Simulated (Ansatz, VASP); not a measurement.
**One calculation of Ti, two programs**

INCAR

```
PREC = Accurate
ENCUT = 520
EDIFF = 1E-7
ISMEAR = 0
SIGMA = 0.02
LREAL = False
LASPH = True
NELM = 80
ALGO = Normal
ISIF = 2
LWAVE = False
LCHARG = False
GGA = PS
NBANDS = 12
```

KPOINTS

```
Automatic mesh
0
Gamma
  11 11 11
```

File POSCAR:

```
Ti
1.0
    2.8708535300      0.0000000000      0.0000000000
    1.4354267650      2.4862320875      0.0000000000
    1.4354267650      0.8287440292      2.3440420916
Ti
1
Direct
    0.0000000000      0.0000000000      0.0000000000
```

input.yaml

```yaml
crystal:
  lattice:
    - [2.87085353, 0.0, 0.0]
    - [1.435426765, 2.4862320875, 0.0]
    - [1.435426765, 0.8287440292, 2.3440420916]
  atoms:
    - { symbol: Ti, position: [0.0, 0.0, 0.0] }
hamiltonian:
  xc: pbesol
  pseudopotentials: { kind: paw }
kpoints:
  mp_grid: { grid: [11, 11, 11] }
scf:
  occupations: { method: gaussian, width: 0.02 }
output:
  forces: true
  stress: true
  eigenvalues: true
  write_density: true
  write_potential: true
  elf: true
  volumetric_format: npy
```

Alike in both runs: task single point; functional PBEsol; k mesh 11 × 11 × 11; occupations gaussian, width 0.02 eV; no spin polarisation.

```csv
,VASP,Ansatz
version,VASP 6.6.1,Ansatz 0.2.0
potentials or method,"VASP PAW PBE potentials, release 64 (Ti_sv)",Ansatz PAW
plane-wave cutoff (eV),520,420
valence electrons in the cell,12,12
```

|  | VASP | Ansatz | Ansatz less VASP |
| --- | --- | --- | --- |
| gap on the k mesh at the Fermi level (eV) | none | none | - |
| pressure (GPa) | -1.2 | -0.9 | +0.27 |

A gap of «none» marks a metal or a gap that the smearing closes. The functional is the same, so the differences come from potentials, cutoffs and numerics.

Caveats: the PAW data sets were made with another functional, which shifts forces and pressure a little (VASP); the PAW data sets come from PBE, with cores solved anew for the run's functional, which leaves a small shift of forces and pressure (Ansatz).
